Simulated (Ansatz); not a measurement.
HfO2:

```
CELL_PARAMETERS angstrom
4.81353 0.00000 0.00000
0.00000 4.81353 0.00000
0.00000 0.00000 3.20542
ATOMIC_POSITIONS crystal
Hf 0.50000 0.50000 0.50000
Hf 0.00000 0.00000 0.00000
O 0.80504 0.19496 0.50000
O 0.69496 0.69496 0.00000
O 0.30504 0.30504 0.00000
O 0.19496 0.80504 0.50000
```

Measurements of this composition are mostly on another form, of space group No. 14.

Base run:

- Program: Ansatz 0.2.0
- Functional: PBE
- Potentials or basis: Ansatz PAW
- Cutoff: 420 eV (not typed: the program's choice for these potentials)
- k mesh: 5 × 5 × 6
- Occupations: fermi-dirac, width 0.05 eV
- Spin: spin-orbit coupling, no magnetisation

Its results: band gap on the k mesh 4.03 eV, direct; pressure 8.2 GPa; largest force 0.076 eV/Å.

Problem. The run is repeated on the same cell with these changes: functional from PBE to PBEsol. What comes out?

Solution. Band gap on the k mesh 3.92 eV, direct; pressure 1.5 GPa; largest force 0.012 eV/Å.

PBEsol binds more tightly than PBE, so the same cell stands under less pressure.

Caveats: the PAW data sets come from PBE, with cores solved anew for the run's functional, which leaves a small shift of forces and pressure (some runs).
